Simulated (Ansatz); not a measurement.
# TaInSe3 (model cell, started as cubic perovskite with Ta in the octahedra): a soft mode frozen in, part 2 of 2

Wanted: the energy along a soft mode of TaInSe3 (model cell, started as cubic perovskite with Ta in the octahedra) and the structure at the end.

Ansatz 0.2.0; DFT PBEsol, scalar-relativistic, plane waves, PAW.

So far, highest frequency on the path or at a solved wavevector (cm⁻¹): step 2 (phonons on a q mesh) 300. Also lowest frequency on the path (cm⁻¹): step 2 -71.4.

The structure was built from a prototype and need not be the compound's stable phase.

## (5) Energy along the mode, all amplitudes (two of the runs are shown above)

An imaginary frequency means negative curvature, so the energy should fall and then rise again as anharmonic terms take over.

This step gave:

```
depth at the lowest point sampled  : 58.31 meV/atom
largest atomic shift at that point : 0.6 Å
```

Energy from the parent against largest atomic shift:

| largest atomic shift (Å) | energy from the parent (meV/atom) |
| --- | --- |
| 0.000 | 0 |
| 0.040 | -0.502 |
| 0.080 | -1.96 |
| 0.140 | -5.88 |
| 0.220 | -13.9 |
| 0.320 | -26.7 |
| 0.450 | -44.2 |
| 0.600 | -58.3 |

Displacement at unit largest shift by atom:

| atom | x (Å) | y (Å) | z (Å) | size |
| --- | --- | --- | --- | --- |
| In1 | 0.00 | 0.00 | 0.00 | 0.00 |
| In2 | 0.00 | 0.00 | 0.00 | 0.00 |
| Ta3 | 0.00 | 0.00 | 0.00 | 0.00 |
| Ta4 | 0.00 | 0.00 | 0.00 | 0.00 |
| Se5 | 0.00 | -1.00 | 0.00 | 1.00 |
| Se6 | 0.00 | 1.00 | 0.00 | 1.00 |
| Se7 | 0.00 | 0.00 | 1.00 | 1.00 |
| Se8 | 0.00 | 0.00 | -1.00 | 1.00 |
| Se9 | 0.00 | 0.00 | 0.00 | 0.00 |
| Se10 | 0.00 | 0.00 | 0.00 | 0.00 |

The lowest of the steps tried is the last one, at 0.6 Å, 58.3 meV/atom below the parent; the bottom of the well need not coincide with a step.

## (6) Relaxing from the distorted cell

Starting from the lowest point found, all atoms and the cell are let go, so that strain and other modes of the same symmetry can join in.

File input.yaml:

```yaml
crystal:
  lattice:
    - [-5.019252156, 0.0, 0.0]
    - [0.0, -5.019252156, -5.019252156]
    - [0.0, -5.019252156, 5.019252156]
  atoms:
    - { symbol: In, position: [1.0, 0.5, 0.5] }
    - { symbol: In, position: [1.0, 1.0, 1.0] }
    - { symbol: Ta, position: [0.5, 0.0, 0.5] }
    - { symbol: Ta, position: [0.5, 0.5, 0.0] }
    - { symbol: Se, position: [0.5, 0.3097698603, 0.3097698603] }
    - { symbol: Se, position: [0.5, 0.6902301397, 0.6902301397] }
    - { symbol: Se, position: [0.5, 0.1902301397, 0.8097698603] }
    - { symbol: Se, position: [0.5, 0.8097698603, 0.1902301397] }
    - { symbol: Se, position: [0.0, 0.0, 0.5] }
    - { symbol: Se, position: [0.0, 0.5, 0.0] }
kpoints:
  mp_grid: { grid: [6, 4, 4] }
hamiltonian:
  xc: pbesol
scf:
  occupations: { method: methfessel_paxton, width: 0.15 }
output:
  forces: true
  stress: true
  eigenvalues: true
relax:
  adjacent_minimum: "off"
  f_tol: 0.002
  max_steps: 120
  cell: { stress_tol: 0.03 }
```

Command:

```console
> ansatz run input.yaml --threads 8 --pin off --max-ram 14336MiB --backend cpu --events-out ev --progress --plain --runs-dir out
```

Numbers of over 12 decimals in the logs are rounded to 6 here.

The log of the run:

```text
[...]
Crystal: 10 atoms, lattice volume = 252.899 Å³
Basis set: ecut = 420 eV, 4981 PW (Γ), exchange–correlation on 72×96×96 points (8 copies of the dense FFT grid, shifted against one another)
Bands: 89, of which v1, the nominal top of the filled ones, is band 74 counted from 1 (73 counted from 0)
Symmetry: 16 space group operations
[...]
k-points: 24 of 96
[...]
SCF iter   1: F=—  HF=-63213.145037 eV  |F-HF|=—  |Δ(HF+E_count)|=         —  Δρ=3.91e-3  dr2=8.14e-2  ethr=1.77e-3  ⟨swp⟩=6.1  Hψ=7402  notcnv=0
[...]
SCF iter   6: F=-63213.121909 eV  HF=-63213.121909 eV  |F-HF|=3.01e-9  |Δ(HF+E_count)|=   5.00e-7  S|Δr|=    0.00e0  Δρ=4.88e-6  dr2=5.47e-8  ethr=6.76e-11  ⟨swp⟩=8.0  Hψ=11265  notcnv=0
SCF 1 converged in 6 iterations: F = -63213.121909 eV  dr2 = 5.47e-8
[...]
relax step   1: F+E_penalty+E_count = -63213.12190939 eV  Δ(F+E_penalty+E_count) = +0.000e0 eV  max|allowed force component| = 1.416e-1 eV/Å  Δτ_max = 0.0000 Å  P = -2.767 GPa  Ω = 252.899 Å³  (6 SCF iters, dr2 threshold 1.00e-7 eV, accepted)
Crystal: 10 atoms, lattice volume = 235.859 Å³
Basis set: ecut = 420 eV, 4597 PW (Γ), exchange–correlation on 72×96×96 points (8 copies of the dense FFT grid, shifted against one another)
[...]
SCF iter   7: F=-63213.347669 eV  HF=-63213.347669 eV  |F-HF|=9.30e-8  |Δ(HF+E_count)|=   1.28e-6  S|Δr|=    0.00e0  Δρ=1.03e-5  dr2=4.10e-7  ethr=6.76e-10  ⟨swp⟩=7.0  Hψ=9330  notcnv=0
SCF 2 converged in 7 iterations: F = -63213.347669 eV  dr2 = 4.10e-7
relax step   2: F+E_penalty+E_count = -63213.34766906 eV  Δ(F+E_penalty+E_count) = -2.258e-1 eV  max|allowed force component| = 2.578e-1 eV/Å  Δτ_max = 0.1074 Å  P = +1.515 GPa  Ω = 235.859 Å³  energy of the carried Pulay correction = +2.805e-3 eV  (7 SCF iters, dr2 threshold 1.00e-6 eV, accepted)
Crystal: 10 atoms, lattice volume = 235.995 Å³
Basis set: ecut = 420 eV, 4637 PW (Γ), exchange–correlation on 72×96×96 points (8 copies of the dense FFT grid, shifted against one another)
[...]
SCF iter   6: F=-63213.397792 eV  HF=-63213.397793 eV  |F-HF|=9.48e-7  |Δ(HF+E_count)|=   6.30e-7  S|Δr|=    0.00e0  Δρ=1.48e-5  dr2=6.85e-7  ethr=6.76e-10  ⟨swp⟩=4.3  Hψ=10348  notcnv=0
SCF 3 converged in 6 iterations: F = -63213.397792 eV  dr2 = 6.85e-7
relax step   3: F+E_penalty+E_count = -63213.39779193 eV  Δ(F+E_penalty+E_count) = -5.012e-2 eV  max|allowed force component| = 1.529e-1 eV/Å  Δτ_max = 0.1403 Å  P = +0.033 GPa  Ω = 235.995 Å³  energy of the carried Pulay correction = +2.781e-3 eV  (6 SCF iters, dr2 threshold 1.00e-6 eV, accepted)
[...]
relax step   4: F+E_penalty+E_count = -63213.40918156 eV  Δ(F+E_penalty+E_count) = -1.139e-2 eV  max|allowed force component| = 1.555e-2 eV/Å  Δτ_max = 0.0558 Å  P = -0.064 GPa  Ω = 237.776 Å³  energy of the carried Pulay correction = +2.479e-3 eV  (5 SCF iters, dr2 threshold 1.00e-6 eV, accepted)
[...]
relax step   5: F+E_penalty+E_count = -63213.41018344 eV  Δ(F+E_penalty+E_count) = -1.002e-3 eV  max|allowed force component| = 1.164e-4 eV/Å  Δτ_max = 0.0090 Å  P = +0.031 GPa  Ω = 237.233 Å³  energy of the carried Pulay correction = +2.571e-3 eV  (5 SCF iters, dr2 threshold 5.98e-8 eV, accepted)
[...]
relax step   6: F+E_penalty+E_count = -63213.41030987 eV  Δ(F+E_penalty+E_count) = -1.264e-4 eV  max|allowed force component| = 1.608e-4 eV/Å  Δτ_max = 0.0012 Å  P = -0.002 GPa  Ω = 237.273 Å³  energy of the carried Pulay correction = +2.564e-3 eV  (5 SCF iters, dr2 threshold 3.95e-8 eV, accepted)
[...]
SCF iter   7: F=-63213.408172 eV  HF=-63213.408172 eV  |F-HF|=2.91e-11  |Δ(HF+E_count)|=    0.00e0  S|Δr|=    0.00e0  Δρ=2.46e-8  dr2=2.05e-12  ethr=1.00e-12  ⟨swp⟩=4.0  Hψ=7471  notcnv=0
SCF 7 converged in 7 iterations: F = -63213.408172 eV  dr2 = 2.05e-12
relax step   7: F+E_penalty+E_count = -63213.40817171 eV  Δ(F+E_penalty+E_count) = +2.138e-3 eV  max|allowed force component| = 1.699e-4 eV/Å  Δτ_max = 0.0000 Å  P = -0.006 GPa  Ω = 237.273 Å³  stress off target by 1.04e-2 GPa  SCF on the basis re-selected at this cell (its energy is not comparable with the rows above)  (7 SCF iters)
basis re-selected at this cell: Δ(F+E_penalty+E_count) = +2.138e-3 eV, ΔP = -0.005 GPa vs the last step (what re-selecting the basis moved, of the pressure what is left beyond the Pulay correction that the steps carried, after the strain that the cell walked since its last selection, with what the two solves' SCF thresholds leave and, on support functions, any second-order correction that the steps lacked; it is no m [...]
SCF converged after 7 iterations
[...]
Free energy (F): -63213.408172 eV
[...]
Internal energy: -63213.403171 eV  (E = F + TS)
E sigma→0 (E₀):  -63213.406922 eV
Entropy (-TS):   -0.005001 eV (-0.500 meV/atom)
Fermi energy:    10.163167 eV
[...]
--- Forces (eV/Å), atoms counted from 1 ---
  atom   1  In    -0.00000000    -0.00000000     0.00000000
  atom   2  In    -0.00000000     0.00000000    -0.00000000
  atom   3  Ta    -0.00000000     0.00000000     0.00000000
  atom   4  Ta    -0.00000000     0.00000000     0.00000000
  atom   5  Se    -0.00000000    -0.00016992     0.00000000
  atom   6  Se     0.00000000     0.00016992    -0.00000000
  atom   7  Se     0.00000000     0.00000000     0.00016992
  atom   8  Se    -0.00000000    -0.00000000    -0.00016992
  atom   9  Se     0.00000000    -0.00000000     0.00000000
  atom  10  Se    -0.00000000    -0.00000000    -0.00000000
  max |Σ_I F_I| component: 8.67e-19 eV/Å
--- Stress (GPa, compression-positive) ---
        0.002300       0.000000      -0.000000
        0.000000      -0.010392       0.000000
       -0.000000       0.000000      -0.010392
  P = ⅓ Tr σ = -0.0062 GPa (-0.062 kbar)
--- Band table (eV; the first three rows and the last of 24) ---
  k-point 0: bands = [... 70 lower, 8.7390, 8.7754, 9.4985, 9.4985, 9.7637, 9.7637, 9.8465, 10.8640, ... 11 higher]
  k-point 1: bands = [... 70 lower, 8.4049, 8.6667, 9.5089, 9.7639, 9.7985, 10.0165, 10.7518, 11.5444, ... 11 higher]
  k-point 2: bands = [... 70 lower, 8.4192, 8.4192, 10.1346, 10.1346, 10.5274, 10.5274, 11.0695, 11.0695, ... 11 higher]
  k-point 23: bands = [... 70 lower, 8.5020, 8.5020, 10.2197, 10.2197, 11.2002, 11.2002, 11.9703, 11.9703, ... 11 higher]
--- Relaxed structure (6 steps of the walk, 6 accepted, 1 SCFs on fresh bases) ---
  F+E_penalty+E_count = -63213.40817171 eV   max|allowed force component| = 1.699e-4 eV/Å   (the final SCF, on the basis selected at the relaxed cell)
  cell:  # Å, volume = 237.2732 Å³
    - [-5.093646, 0, 0]
    - [0, -4.826085, -4.826085]
    - [0, -4.826085, 4.826085]
  atoms:
    - { symbol: In, position: [1.0, 0.500000, 0.500000] }
    - { symbol: In, position: [1.0, 1.000000, 1.000000] }
    - { symbol: Ta, position: [0.5, 0.0, 0.500000] }
    - { symbol: Ta, position: [0.5, 0.500000, 0.0] }
    - { symbol: Se, position: [0.5, 0.329918, 0.329918] }
    - { symbol: Se, position: [0.5, 0.670082, 0.670082] }
    - { symbol: Se, position: [0.5, 0.170082, 0.829918] }
    - { symbol: Se, position: [0.5, 0.829918, 0.170082] }
    - { symbol: Se, position: [0, 0.0, 0.500000] }
    - { symbol: Se, position: [0, 0.500000, 0.0] }
```

It took 94 s on 8 threads of Arm Neoverse N1, shared host; peak memory 1.5 GiB; 7.6 min of CPU time.

Relaxation path:

| step | energy less that of the first step (eV) | largest force component (eV/Å) | pressure (GPa) | volume (Å³) |
| --- | --- | --- | --- | --- |
| 1 | 0.0000 | 0.1416 | -2.77 | 252.90 |
| 2 | -0.2258 | 0.2578 | 1.52 | 235.86 |
| 3 | -0.2759 | 0.1529 | 0.03 | 236.00 |
| 4 | -0.2873 | 0.0156 | -0.06 | 237.78 |
| 5 | -0.2883 | 0.0001 | 0.03 | 237.23 |
| 6 | -0.2884 | 0.0002 | 0.00 | 237.27 |
| 7* | -0.2863 | 0.0002 | -0.01 | 237.27 |

Relaxation steps marked * repeat the geometry before them on a plane-wave basis chosen anew for their cell, so energy and pressure can jump there.

The run keeps the 16 symmetry operations that it works with, so distortions that break them were not tested.

| cell as run | before | after | change |
| --- | --- | --- | --- |
| a (Å) | 5.019 | 5.094 | +1.5 % |
| b (Å) | 7.098 | 6.825 | -3.8 % |
| c (Å) | 7.098 | 6.825 | -3.8 % |
| volume (Å³/atom) | 25.29 | 23.73 | -6.2 % |

The atoms that moved most (Å, as changes of fractional coordinates times the final cell):

| atom | dx | dy | dz | length |
| --- | --- | --- | --- | --- |
| Se7 | 0.000 | 0.000 | 0.194 | 0.194 |
| Se8 | 0.000 | 0.000 | -0.194 | 0.194 |
| Se5 | 0.000 | -0.194 | 0.000 | 0.194 |
| Se6 | 0.000 | 0.194 | 0.000 | 0.194 |

Numbers from this step:

```yaml
pressure: -0.006162 GPa
volume_per_atom: 23.73 Å³
```

The distorted start has space group P4/mbm; the relaxation ends in P4/mbm.

## (7) Modes of the new phase, k-mesh 6×4×4

A relaxed structure may still be a saddle point, so its zone-centre modes are computed. No field response is asked, since the mesh shows no gap.

File input.yaml:

```yaml
crystal:
  lattice:
    - [-5.0936461524, 0.0, 0.0]
    - [0.0, -4.8260850089, -4.8260850089]
    - [0.0, -4.8260850089, 4.8260850089]
  atoms:
    - { symbol: In, position: [1.0, 0.5, 0.5] }
    - { symbol: In, position: [1.0, 1.0, 1.0] }
    - { symbol: Ta, position: [0.5, 0.0, 0.5] }
    - { symbol: Ta, position: [0.5, 0.5, 0.0] }
    - { symbol: Se, position: [0.5, 0.3299178545, 0.3299178545] }
    - { symbol: Se, position: [0.5, 0.6700821455, 0.6700821455] }
    - { symbol: Se, position: [0.5, 0.1700821455, 0.8299178545] }
    - { symbol: Se, position: [0.5, 0.8299178545, 0.1700821455] }
    - { symbol: Se, position: [0.0, 0.0, 0.5] }
    - { symbol: Se, position: [0.0, 0.5, 0.0] }
kpoints:
  mp_grid: { grid: [6, 4, 4] }
hamiltonian:
  xc: pbesol
scf:
  occupations: { method: methfessel_paxton, width: 0.15 }
output:
  eigenvalues: true
phonons:
  method: dfpt
```

The log of the run:

```text
zone centre: on kpoints.mp_grid the ground state, and the responses unless they are solved on pairs of k-points, stand on 40 of the mesh's 96 k-points, reduced under 2 symmetry operations, with k and −k counted as one. Each operation leaves every solved displacement unchanged or reverses it
[...]
Crystal: 10 atoms, lattice volume = 237.273 Å³
Basis set: ecut = 420 eV, 4709 PW (Γ), exchange–correlation on 72×96×96 points (8 copies of the dense FFT grid, shifted against one another)
Bands: 89, of which v1, the nominal top of the filled ones, is band 74 counted from 1 (73 counted from 0)
Symmetry: 16 space group operations
k-points: 40 of 96 (irreducible under 2 space group operations, time reversal used)
[...]
SCF iter   1: F=—  HF=-63213.427489 eV  |F-HF|=—  |Δ(HF+E_count)|=         —  Δρ=4.00e-3  dr2=6.53e-2  ethr=1.77e-3  ⟨swp⟩=6.2  Hψ=12378  notcnv=0
[...]
SCF iter  10: F=-63213.408172 eV  HF=-63213.408172 eV  |F-HF|=7.28e-12  |Δ(HF+E_count)|=  7.28e-12  S|Δr|=    0.00e0  Δρ=5.36e-8  dr2=5.39e-12  ethr=1.00e-12  ⟨swp⟩=10.9  Hψ=19518  notcnv=0
SCF 1 converged in 10 iterations: F = -63213.408172 eV  dr2 = 5.39e-12
[...]
DFPT response loops at Γ: preconditioner auto → Kerker (q_TF=auto, 2.522 Å⁻¹) (partly filled bands, converged f_vac=0.012); β = 1.00, the filter's whole step (`scf.mixing.beta` (0.50) is not read by the response loops under this deck's `scf.mixing.preconditioner`; to damp them name `kerker` or `kerker_dos`, under which they read `scf.mixing.beta`, and type it under 1.00, their step now; both keys bind the ground state too); Broyden in place of MSR1
SCF converged after 10 iterations
[...]
Free energy (F): -63213.408172 eV
[...]
Internal energy: -63213.403171 eV  (E = F + TS)
E sigma→0 (E₀):  -63213.406922 eV
Entropy (-TS):   -0.005001 eV (-0.500 meV/atom)
Fermi energy:    10.163167 eV
[...]
--- Band table (eV; the first three rows and the last of 40) ---
  k-point 0: bands = [... 70 lower, 8.7390, 8.7754, 9.4985, 9.4985, 9.7637, 9.7637, 9.8465, 10.8640, ... 11 higher]
  k-point 1: bands = [... 70 lower, 8.4049, 8.6667, 9.5089, 9.7639, 9.7985, 10.0165, 10.7518, 11.5444, ... 11 higher]
  k-point 2: bands = [... 70 lower, 8.4192, 8.4192, 10.1346, 10.1346, 10.5274, 10.5274, 11.0695, 11.0695, ... 11 higher]
  k-point 39: bands = [... 70 lower, 8.5020, 8.5020, 10.2197, 10.2197, 11.2003, 11.2003, 11.9703, 11.9703, ... 11 higher]
--- Phonons (Γ-DFPT): 10 representative perturbations + reference, on 40 of 96 k-points (Σ response iterations 31) ---
  k mesh reduced under 2 symmetry operations, with k and −k counted as one. Each operation leaves every solved displacement unchanged or reverses it
  ASR residual: 1.943e-4 → 0.000e0 eV/Å²; symmetrization residual: 2.753e-5 eV/Å²
  ASR residual per site (eV/Å²): 1.51e-4 1.51e-4 1.52e-4 1.52e-4 1.94e-4 1.94e-4 1.94e-4 1.94e-4 8.76e-5 8.76e-5
  Γ frequencies (cm⁻¹): -42.50 0.00 0.00 0.00 2.50 2.50 30.79 40.08 44.11 44.11 53.09 53.09 86.78 86.78 96.15 96.78 96.78 106.41 111.30 111.30 114.15 128.86 146.47 146.47 157.52 189.28 204.70 204.70 214.95 260.33
  non-analytic LO–TO correction: not included (Born effective charges unavailable; polar crystals: no LO–TO splitting at Γ)
```

Elapsed: 8.1 min, on 8 threads; peak memory 3.3 GiB; 41 min of CPU time.

This step gave:

```
sum-rule residual before enforcement                    : 1.94e-4 eV/Å²
point group                                             : 4/mmm
highest optical mode at the zone centre (no LO-TO term) : 260.3 cm⁻¹
lowest optical zone-centre mode                         : -42.5 cm⁻¹
```

Patterns of degenerate modes are one choice out of their space. The modes at Γ (shares of kinetic energy by element, %) (negative means imaginary):

| mode | frequency (cm⁻¹) | symmetry | In % | Ta % | Se % |
| --- | --- | --- | --- | --- | --- |
| 1 | -42.5 | A1u | 0 | 99 | 1 |
| 2 | 0.0 | acoustic | 22 | 34 | 44 |
| 3 | 0.0 | acoustic | 22 | 34 | 44 |
| 4 | 0.0 | acoustic | 22 | 34 | 44 |
| 5 | 2.5 | Eu | 89 | 4 | 7 |
| 6 | 2.5 | Eu | 89 | 4 | 7 |
| 7 | 30.8 | A2u | 27 | 57 | 16 |
| 8 | 40.1 | B1u | 60 | 0 | 40 |
| 9 | 44.1 | Eu | 74 | 5 | 21 |
| 10 | 44.1 | Eu | 74 | 5 | 21 |
| 11 | 53.1 | Eu | 5 | 2 | 93 |
| 12 | 53.1 | Eu | 5 | 2 | 93 |
| 13 | 86.8 | Eu | 6 | 21 | 73 |
| 14 | 86.8 | Eu | 6 | 21 | 73 |
| 15 | 96.2 | A2u | 51 | 4 | 45 |
| 16 | 96.8 | Eg | 0 | 0 | 100 |
| 17 | 96.8 | Eg | 0 | 0 | 100 |
| 18 | 106.4 | B1u | 40 | 0 | 60 |
| 19 | 111.3 | Eu | 0 | 24 | 76 |
| 20 | 111.3 | Eu | 0 | 24 | 76 |
| 21 | 114.2 | A1g | 0 | 0 | 100 |
| 22 | 128.9 | B2g | 0 | 0 | 100 |
| 23 | 146.5 | Eu | 4 | 91 | 5 |
| 24 | 146.5 | Eu | 4 | 91 | 5 |
| 25 | 157.5 | A1u | 0 | 1 | 99 |
| 26 | 189.3 | A2u | 0 | 6 | 94 |
| 27 | 204.7 | Eu | 0 | 19 | 81 |
| 28 | 204.7 | Eu | 0 | 19 | 81 |
| 29 | 214.9 | B1g | 0 | 0 | 100 |
| 30 | 260.3 | A2g | 0 | 0 | 100 |

Displacements in mode 1 (-42.5 cm⁻¹), the largest set to 1:
```
In1  0.00  0.00  0.00
In2  0.00  0.00  0.00
Ta3  1.00  0.00  0.00
Ta4 -1.00  0.00  0.00
Se5  0.00  0.00  0.00
Se6  0.00  0.00  0.00
Se7  0.00  0.00  0.00
Se8  0.00  0.00  0.00
Se9  0.15  0.00  0.00
Se10-0.15  0.00  0.00
```

Displacements in mode 7 (30.8 cm⁻¹), the largest set to 1:
```
In1 -0.87  0.00  0.00
In2 -0.87  0.00  0.00
Ta3  1.00  0.00  0.00
Ta4  1.00  0.00  0.00
Se5 -0.57  0.00  0.00
Se6 -0.57  0.00  0.00
Se7 -0.57  0.00  0.00
Se8 -0.57  0.00  0.00
Se9  0.10  0.00  0.00
Se10 0.10  0.00  0.00
```

Before it was imposed, the acoustic sum rule was missed by 1.9e-4 eV/Å². Small misses are needed for a sound result but don't prove that mesh and cutoff are converged. The lowest optical mode is imaginary, 42.5i cm⁻¹, so the energy falls along it.

## (8) Summary of results

| Quantity | Value |
| --- | --- |
| unstable mode of the parent | q = (0, -0.5, -0.5), 71i cm⁻¹ |
| depth at the lowest point sampled | 58.3 meV/atom |
| largest atomic shift at that point | 0.6 Å |
| space group reached (within 0.01 Å) | P4/mbm |
| energy gained over the parent (first relaxation, on the mesh of the frozen mode) | 86.7 meV/atom |
| volume per atom, phase reached | 23.7 Å³ |
| lowest optical zone-centre mode, phase reached | -42.5 cm⁻¹ |
| highest optical mode at the zone centre (no LO-TO term), phase reached | 260 cm⁻¹ |

**Reading.** Along this mode the structure falls into P4/mbm, 86.7 meV/atom below the parent. At the parent's cell the well is 58.31 meV/atom deep on the steps tried, with its lowest point at a shift of 0.6 Å. That is the last step tried, so the steps alone don't bracket the bottom of the well. Relaxing atoms and cell changes the gain by +28.40 meV/atom against the lowest step (energies at zero smearing). The new phase still has an imaginary mode at the zone centre of its cell, so it is a saddle point on the way to a lower structure. Of the 7 patterns followed to their end from this parent, this one ends 55.5 meV/atom above the lowest, R-3c. Each path keeps the symmetry of its pattern, so a lower phase may lie along a pattern not tried. With no gap, or one that is small against the smearing, the frequencies hang on the k mesh and the smearing, most of all near Kohn anomalies. Spin-orbit coupling is left out, which can matter for the heavy elements here. The starting cell was built on a prototype and not taken from a measurement, so the phase need not exist.

[Logs are printed without paths, hosts, clocks, repeated set-up lines and the standing remarks that a program may print on its own settings, such as how far it seeks lower states.]

[Hosts, paths, dates, database ids (printed as entryN), source tags and the programs' standing remarks are cut or masked in the printed files.]
